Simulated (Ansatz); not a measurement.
# HfC (zincblende): how the settings move a single-point run

Aim: see which settings change the result for HfC (zincblende), by how much, and at what cost.

Method: reference: DFT r2SCAN, scalar-relativistic, plane waves, PAW, in Ansatz 0.2.0.

**1. The structure to begin with**

Symmetry: F-43m, No. 216, cubic system. The conventional cell has a = 5.025 Å, b = 5.025 Å, c = 5.025 Å, α = 90.00°, β = 90.00°, γ = 90.00°. Hf (site symmetry -43m) has 4 C at 2.18 Å as nearest neighbours. Around C (site symmetry -43m) lie 4 Hf at 2.18 Å.

Coordinates:

```xyz
2
Lattice="0.0000 2.5127 2.5127 2.5127 0.0000 2.5127 2.5127 2.5127 0.0000" Properties=species:S:1:pos:R:3 pbc="T T T"
Hf    0.0000    0.0000    0.0000
C     1.2563    1.2563    1.2563
```

**2. Baseline**

input.yaml reads:

```yaml
crystal:
  lattice:
    - [0.0, 2.512653723, 2.512653723]
    - [2.512653723, 0.0, 2.512653723]
    - [2.512653723, 2.512653723, 0.0]
  atoms:
    - { symbol: Hf, position: [0.0, 0.0, 0.0] }
    - { symbol: C, position: [0.25, 0.25, 0.25] }
basis:
  ecutwfc: 500
  ecutrho_ratio: 4
kpoints:
  mp_grid: { grid: [12, 12, 12] }
hamiltonian:
  xc: r2scan
scf:
  occupations: { method: gaussian, width: 0.05 }
output:
  forces: true
  stress: true
  eigenvalues: true
```

Run with:

```bash
> ansatz run input.yaml --threads 2 --pin off --max-ram 2662MiB --backend cpu --events-out ev --progress --plain --runs-dir out
```

**3. Variant: xc pbesol**

Changes to input.yaml since step 2:

```diff
@@ -14,3 +14,3 @@
 hamiltonian:
-  xc: r2scan
+  xc: pbesol
 scf:
@@ -20,2 +20 @@
   stress: true
-  eigenvalues: true
```

**4. Changed: dispersion d4**

Changes to input.yaml since step 2:

```diff
@@ -15,2 +15,3 @@
   xc: r2scan
+  dispersion: d4
 scf:
@@ -20,2 +21 @@
   stress: true
-  eigenvalues: true
```

**5. Variant: hubbard.sites [{species: Hf, l: d, u_eff: 2.0}], hubbard.double_counting amf, occupations.width 0.15, scf.algorithm density_mixing**

Changes to input.yaml since step 2:

```diff
@@ -15,4 +15,6 @@
   xc: r2scan
+  hubbard: { sites: [{ species: Hf, l: d, u_eff: 2.0 }], double_counting: amf }
 scf:
-  occupations: { method: gaussian, width: 0.05 }
+  occupations: { method: gaussian, width: 0.15 }
+  algorithm: density_mixing
 output:
@@ -20,2 +22 @@
   stress: true
-  eigenvalues: true
```

**6. Changing settings: occupations.method tetrahedron_uncorrected, width left out**

Changes to input.yaml since step 2:

```diff
@@ -16,3 +16,3 @@
 scf:
-  occupations: { method: gaussian, width: 0.05 }
+  occupations: { method: tetrahedron_uncorrected }
 output:
@@ -20,2 +20 @@
   stress: true
-  eigenvalues: true
```

Before running it: what results should come out? Wanted: for each run, ending; energy change; pressure; gap; force.

The runs gave:

```csv
run,ending,energy change,pressure (GPa),gap (eV),force (eV/Å),cycles,time
reference,converged,0,0.1,0.57,0.00,8,5.8 s
1: xc pbesol,converged,not comparable,-2.8,0.21,0.00,6,2.7 s
2: dispersion d4,converged,-82.2 meV/atom (offset of the dispersion model),-0.8,0.57,0.00,8,5.6 s
"3: hubbard.sites [{species: Hf, l: d, u_eff: 2.0}], hubbard.double_counting amf, occupations.width 0.15, scf.algorithm density_mixing",converged,-18.7 meV/atom (σ→0) (U changed: no physical gain or loss),0.1,0.48,0.00,9,7.3 s
"4: occupations.method tetrahedron_uncorrected, width left out",converged,0.0 meV/atom (σ→0),0.1,0.57,0.00,8,5.7 s
```

Residual by cycle in the longest SCF loop of each run; runs are numbered as in the table. The quantity is the density residual dr2, in eV.

```csv
cycle,reference,run 1,run 2,run 3,run 4
1,0.132,0.0134,0.132,5.91,0.132
2,0.0206,8.3e-4,0.0206,1.78,0.0206
3,0.00249,5.7e-5,0.00249,0.0976,0.00249
4,7.0e-4,7.7e-6,7.0e-4,0.00863,7.0e-4
5,1.6e-5,1.5e-7,1.6e-5,0.00232,1.6e-5
6,2.7e-6,2.7e-9,2.7e-6,1.5e-4,2.7e-6
7,1.2e-7,-,1.2e-7,1.2e-7,1.2e-7
8,1.7e-9,-,1.7e-9,1.1e-7,1.7e-9
9,-,-,-,2.7e-9,-
```

What this shows: «occupations.method tetrahedron_uncorrected, width left out» leaves the energy as it was. A changed U is a change of model: its shifts are not errors of convergence. Of the variants the dearest is «hubbard.sites [{species: Hf, l: d, u_eff: 2.0}], hubbard.double_counting amf, occupations.width 0.15, scf.algorithm density_mixing» (7.3 s), the cheapest «xc pbesol» (2.7 s), on a shared host. The gap of the reference lacks spin-orbit coupling, though the cell holds Hf.
